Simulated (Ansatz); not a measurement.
**MnS**

```
CELL_PARAMETERS angstrom
0.00000 2.61225 2.61225
2.61225 0.00000 2.61225
2.61225 2.61225 0.00000
ATOMIC_POSITIONS crystal
Mn 0.00000 0.00000 0.00000
S 0.50000 0.50000 0.50000
```

Atoms are numbered in the order listed.

The cell comes from COD entry 9005930, which wasn't checked; take it as a given geometry.

Other magnetic orders may lie lower; this is the state that the run reached.

All numbers are computed: DFT, PBE, all-electron LAPW, scalar-relativistic (Ansatz 0.2.0); DFT, PBE, PAW with Ansatz's default frozen-core files, scalar-relativistic (Ansatz 0.2.0); DFT, PBE, all-electron PAW with datasets made for the crystal, scalar-relativistic (Ansatz 0.2.0).

For LAPW: a Γ-centred 12×12×12 k mesh, Fermi–Dirac smearing of 0.05 eV, basis error target 0.5 meV/atom, spin-polarised from start moments Mn1 4 μB. PAW takes a cutoff of 420 eV at this cell. The crystal-made all-electron datasets (AE datasets) take a cutoff of 240 eV at this cell. The Ansatz runs share mesh, smearing and spin set-up. Values come from LAPW unless marked.

| Item | Value |
| --- | --- |
| Pressure at this cell | -3.25 GPa |
| Band gap | none: bands cross the Fermi level, a metal |
| Moment of the cell | 4.74 μB |
| Moments in the spheres | Mn1 4.45, S2 0.15 μB |
| Density of states at the Fermi level (0.2 eV bin) | 0.93 states/eV per cell |
| Löwdin charges (with 0.15 e of the cell spilling out of the atomic basis, so their sizes and signs hang on that basis) | Mn1 1.03, S2 -0.88 e |
| Bader charges (from the PAW run) | Mn1 +1.18, S2 -1.18 e |
| Contact hyperfine fields (crystal-made datasets) | Mn1 -6.4, S2 24.4 T, core polarisation included, positive along the moment of the spin-up electrons |
| Volume per atom | 120.3 bohr³ |
